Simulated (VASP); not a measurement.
The system is P.

```
P
1.0
     0.00000    3.37564    2.66203
     2.95093    0.00000    2.66203
     2.95093    3.37564    0.00000
P
3
Direct
  0.66562 0.31395 0.68605
  0.31395 0.66562 0.33438
  0.85376 0.85376 0.14624
```

The cell was built by a generator and needn't be a form met in nature.

The cell isn't the ideal one: random cell with space group Fmm2 (No. 42).

| Quantity | Value |
| --- | --- |
| Program | VASP 6.6.1 |
| Task | relaxation of cell and atoms |
| Functional | PBE |
| Potentials or basis | VASP PAW PBE potentials, release 64 (P) |
| Cutoff | 600 eV |
| k mesh | 6 × 6 × 6 |
| Occupations | gaussian, width 0.1 eV |
| Spin | no spin polarisation |

At the start: pressure 1.8 GPa; volume 17.68 Å³/atom.

Where does the relaxation end?

Over 71 steps the energy falls by 363.4 meV/atom and the volume is 23.80 Å³/atom (+34.7 %); space group Fmm2 (No. 42, to 0.05 Å).

Step by step:
```
step  energy change (eV)  largest force (eV/Å)  pressure (GPa)  volume (Å³)
   1              0.0000                0.4433            1.81        53.03
   3             -0.0708                0.6148           -2.63        54.84
   5             -0.1190                0.1594           -0.12        53.17
   7             -0.1979                0.7192            3.76        50.65
   9             -0.2283                0.9803            3.96        50.57
  11             -0.2899                1.4100            6.08        49.83
  13             -0.4964                1.6366            3.32        51.84
  15             -0.6494                0.9728            1.94        54.39
  17             -0.7889                0.1177            1.16        57.63
  19             -0.8111                0.1847           -0.13        59.93
  21             -0.7711                2.7449            5.01        67.08
  23             -0.8618                1.0167            1.69        63.59
  25             -0.8991                0.9750            1.42        66.34
  27             -0.9062                0.9705            1.34        67.94
  29             -0.9316                0.0532           -1.07        68.73
  31             -0.9343                0.0341           -0.90        68.50
  33             -0.9443                0.3493            0.03        66.74
  35             -0.9483                0.2495           -0.09        66.68
  37             -0.9611                0.1618            0.59        63.66
  39             -0.9673                0.0880            0.56        64.44
  41             -0.9718                0.9202            2.36        65.23
  43             -0.9804                0.4848            1.63        65.01
  45             -0.9883                0.4173            1.32        65.46
  47             -1.0107                0.4242            0.22        67.17
  49             -1.0387                0.6955           -1.04        69.74
  51             -1.0469                0.2746           -1.22        71.69
  53             -1.0705                0.2750           -0.41        70.25
  55             -1.0792                0.0491            0.17        69.45
  57             -1.0814                0.1199           -0.05        69.36
  59             -1.0837                0.1907           -0.20        69.26
  61             -1.0852                0.0849            0.35        69.04
  63             -1.0872                0.0340            0.30        69.49
  65             -1.0876                0.0781            0.27        69.75
  67             -1.0895                0.1124           -0.07        70.74
  69             -1.0898                0.1268           -0.24        71.28
  71             -1.0903                0.0072           -0.01        71.41
```

Final structure:
```xyz
3
Lattice="0.0000 3.0702 4.7248 2.4615 0.0000 4.7248 2.4615 3.0702 0.0000" Properties=species:S:1:pos:R:3 pbc="T T T"
P     2.4615    4.1715    5.1654
P     2.4615    1.9689    5.1654
P     2.4615    3.0702    6.9935
```

Caveat: the volume moved by over 15 % at a fixed basis, so the end points are rough.
